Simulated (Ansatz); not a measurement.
MnS:

```
CELL_PARAMETERS angstrom
1.83000 1.05655 2.97092
-1.83000 1.05655 2.97092
0.00000 -2.11310 2.97092
ATOMIC_POSITIONS crystal
Mn 0.00000 0.00000 0.00000
S 0.50000 0.50000 0.50000
```

The cell is a database's computed one.

Base run:

```yaml
Program: Ansatz 0.2.0
Functional: PBE
Potentials_or_basis: all-electron LAPW, scalar-relativistic
Cutoff: 220 eV
Density_cutoff: 882 eV
Basis_error_allowed: 0.001 eV/atom
k_mesh: 9 × 9 × 9
Occupations: gaussian, width 0.1 eV
Spin: collinear spin, ferromagnetic start
Starting_moments: "[4.0, 0.0] μB"
```

Its results: band gap on the k mesh none (metal or under the smearing width); pressure -1.5 GPa; net moment 4.66 μB per cell; site moments Mn +4.39; S +0.14 μB.

Problem. The run is repeated on the same cell with these changes: functional from PBE to PBEsol; occupations from gaussian, width 0.1 eV to gaussian, width 0.05 eV. What comes out?

Solution. Band gap on the k mesh none (metal or under the smearing width); pressure -6.0 GPa; net moment 4.64 μB per cell; site moments Mn +4.36; S +0.14 μB.

Caveats: a cell with one magnetic atom can't hold antiferromagnetic order, which such compounds often take; semilocal functionals often make such compounds metallic where correlation or magnetic order opens a gap, which also shifts bond lengths.

Not every run made on this cell is shown here.
